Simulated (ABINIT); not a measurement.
BAs:

```
CELL_PARAMETERS angstrom
0.00000 2.38850 2.38850
2.38850 0.00000 2.38850
2.38850 2.38850 0.00000
ATOMIC_POSITIONS crystal
As 0.75000 0.75000 0.75000
B 0.00000 0.00000 0.00000
```

Base run:

| Item | Value |
| --- | --- |
| Program | ABINIT 10.8.3 (patched build) |
| Functional | LDA |
| Potentials or basis | JTH PAW PBE v2.0 |
| Cutoff | 490 eV |
| k mesh | 10 × 10 × 10 |
| Occupations | fermi-dirac, width 0.05 eV |
| Spin | no spin polarisation |

Its results: band gap on the k mesh 1.13 eV, indirect (least direct gap 3.25 eV); pressure -3.8 GPa.

After a change of settings the same cell gave: band gap on the k mesh 1.09 eV, indirect (least direct gap 3.25 eV); pressure -0.6 GPa. Which change was it?
A. functional from LDA to RPBE
B. functional from LDA to WC
C. functional from LDA to r2SCAN
D. functional from LDA to BLYP

B.

WC binds less tightly than LDA, so the same cell stands under more pressure.

Caveats: the PAW data sets were made with another functional, which shifts forces and pressure a little.

Runs at the PBE level aren't shown here.
